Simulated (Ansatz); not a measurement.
MoP:

```
Mo P
1.0
     3.22300    0.00000    0.00000
    -1.61150    2.79120    0.00000
     0.00000    0.00000    3.19100
Mo P
1 1
Direct
  0.00000 0.00000 0.00000
  0.33333 0.66667 0.50000
```

Base run:

* Program: Ansatz 0.2.0
* Functional: LDA
* Potentials or basis: all-electron LAPW, scalar-relativistic
* Cutoff: 254 eV (chosen from the basis error)
* Basis error allowed: 0.001 eV/atom
* k mesh: 10 × 10 × 8
* Occupations: fermi-dirac, width 0.05 eV
* Spin: no spin polarisation

Its results: pressure -7.3 GPa.

Problem. The run is repeated on the same cell with these changes: functional from LDA to PBEsol. What comes out?

Solution. Pressure -3.8 GPa.

PBEsol binds less tightly than LDA, so the same cell stands under more pressure.
